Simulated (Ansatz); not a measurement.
Runs of Ansatz 0.2.0 on MoS2. Symmetry: P-3m1, No. 164, trigonal system. The conventional cell has a = 3.227 Å, b = 3.227 Å, c = 6.312 Å, α = 90.00°, β = 90.00°, γ = 120.00°. Mo (site symmetry -3m) has 6 S at 2.42 Å as nearest neighbours. S (site symmetry 3m) has 3 Mo at 2.42 Å as nearest neighbours. Measurements of this composition are mostly on another form, of space group No. 194.

```tsv
task	level	potentials or basis	cell	k mesh	cutoff (eV)	points for each segment of the path	gap on the mesh (eV)	pressure (GPa)	relaxed volume (Å³/atom)	largest force (eV/Å)
single point	PBE	Ansatz PAW	as given	13 × 13 × 6	420	-	none	1.2	-	0.26
relaxation of cell and atoms	m-r2SCAN	Ansatz PAW	relaxed	9 × 9 × 4	500	-	none	0.0	18.69	-
band structure	PBE	SPMS NC	as given	9 × 9 × 4	626	14	none	1.2	-	(a)
band structure	PBE	Ansatz PAW	as given	9 × 9 × 4	420	14	none	1.1	-	0.28
relaxation of cell and atoms	r2SCAN	Ansatz PAW	relaxed	9 × 9 × 4	500	-	none	0.0	18.69	-
```

Alike in all rows: no spin polarisation; smearing fermi-dirac 0.05 eV.

Task: Estimate the missing entries.

Result: (a) 0.29.

Caveats: this functional lacks dispersion, which binds the layers, so the pressure and a relaxed spacing across them are unreliable (some runs); the plane-wave basis is chosen anew once the cell has moved, so the energies of steps on either side of that aren't comparable (some runs); the PAW data sets come from PBE, with cores solved anew for the run's functional, which leaves a small shift of forces and pressure (some runs).

A k mesh can miss the band edges, and the runs leave out spin-orbit coupling on Mo.

A gap of «none» marks a metal or a gap under the smearing width.
